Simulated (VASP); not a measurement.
Input of a VASP 6.6.1 run:

File INCAR:

```
PREC = Accurate ; ENCUT = 520
EDIFF = 1E-7 ; ISMEAR = -1
SIGMA = 0.05 ; LREAL = F
LASPH = T ; NELM = 80
ALGO = Normal ; ISIF = 2
LWAVE = F ; LCHARG = F
GGA = PE ; NBANDS = 15
```

Contents of KPOINTS:

```
regular mesh
0
Gamma
  8 8 8
```

The input POSCAR:

```
CaSe
1.0
    0.0000000000      2.9793178941      2.9793178941
    2.9793178941      0.0000000000      2.9793178941
    2.9793178941      2.9793178941      0.0000000000
Se Ca
1 1
Direct
    0.5000000000      0.5000000000      0.5000000000
    0.0000000000      0.0000000000      0.0000000000
```

Potentials or basis: VASP PAW PBE potentials, release 64 (Se, Ca_sv).

Command:

```sh
$ cat potpaw_PBE.64/Se/POTCAR potpaw_PBE.64/Ca_sv/POTCAR > POTCAR
$ mpirun -np 1 vasp_std > vasp.out
```

What does it give for the band gap on the k mesh?

2.07 eV (least direct gap 2.99 eV).

What does it give for the pressure?

0.1 GPa.

**What was measured.**

From a printed reference work, monograph, original work of 1988, for a bulk crystal of CaSe at 2 K: band gap 3.85 eV (indirect).

A measured gap of CaSe is 3.85 eV (indirect; 2 K; a printed reference work, monograph, original work of 1988); the calculated 2.07 eV misses it by -1.78 eV. Spin-orbit coupling on Se is left out. The value is that of PBE on a finite k mesh, which can miss the band edges, without temperature or zero-point motion. Semilocal functionals fall short of measured gaps as a rule.
